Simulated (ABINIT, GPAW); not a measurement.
This is a calculation of V for ABINIT 10.8.3 (patched build). The given cell was strained at random by a few per cent at fixed volume. 

Contents of run.abi:

```
pp_dirpath "./"
pseudos "V.upf"

acell 3*1.0
rprim
    -2.8666937441     2.8726350430     2.9811468965
     2.8321986834    -2.7931456033     2.8671605064
     2.8470273643     2.7734792235    -2.9016574568
ntypat 1
znucl 23
natom 1
typat 1
xred
     0.0102680000     0.0045550000    -0.0011910000
chkprim 0
chksymtnons 0
tolsym 1.0e-6

ecut 1142.878222 eV

kptopt 1
ngkpt 12 12 12
nshiftk 1
shiftk 0.0 0.0 0.0

ixc -116133

nband 11
occopt 3
tsmear 0.05 eV

nsppol 2
spinat
     0.0000000000     0.0000000000     2.0000000000

nstep 100
tolvrs 1.0e-10

iomode 3
prtwf 0
prtden 0
prteig 0
prtebands 0
enunit 1
```

Potentials or basis: PseudoDojo NC SR PBEsol v0.4.1 standard.

Launch:

```console
$ mpirun --bind-to none -np 4 abinit run.abi > log 2>&1
```

Task: Set up the same calculation for GPAW 26.7.0 (ASE script). Potentials or basis there: PAW data sets generated for this functional, cutoff 600 eV.

Result: As run (cutoffs and basis follow the program's own potentials, and thresholds, step limits or extra output files can differ):

run.py

```python
from ase import Atoms
from ase.dft.bandgap import bandgap
from ase.io import write
from ase.units import GPa
from gpaw import GPAW, PW, setup_paths

setup_paths.insert(0, '.')

atoms = Atoms(['V'],
              cell=[[-1.516989, 1.520133, 1.577555],
                    [1.498735, -1.478069, 1.517236],
                    [1.506582, 1.467662, -1.535491]],
              scaled_positions=[[0.010268, 0.004555, -0.001191]],
              pbc=True)
atoms.set_initial_magnetic_moments([2.0])

calc = GPAW(mode=PW(600),
            xc='PBEsol',
            kpts={'size': (12, 12, 12), 'gamma': True},
            occupations={'name': 'fermi-dirac', 'width': 0.05},
            nbands=15,
            convergence={'density': 1e-05, 'energy': 1e-05},
            maxiter=150,
            txt='gpaw.txt')
atoms.calc = calc
energy = atoms.get_potential_energy()
forces = atoms.get_forces()
stress = atoms.get_stress()
calc.write('gs.gpw')
write('result.traj', atoms)
print(f'Energy: {energy:.6f} eV')
print('Forces (eV/A):')
print(forces.round(4))
print('Stress (GPa):', (stress / GPa).round(3))
print('Moments:', calc.get_magnetic_moments().round(3))
print('Fermi level:', round(calc.get_fermi_level(), 4), 'eV')
print(f'Gap: {bandgap(calc)[0]:.4f} eV, direct: {bandgap(calc, direct=True)[0]:.4f} eV')
```

Potentials or basis: PAW data sets generated in the run's folder for this functional, pw.

Command:

```sh
$ gpaw-setup -f PBEsol V
$ OMP_NUM_THREADS=1 python run.py
```

Both were run:

|  | ABINIT | GPAW |
| --- | --- | --- |
| Pressure | -11.9 GPa | -10.7 GPa |
| Net moment | 0.00 μB per cell | 0.00 μB per cell |

The magnetic state is the one that the start led to; the real crystal's order can differ.

The cell lies far from this level's equilibrium.

Pressure is positive in compression.
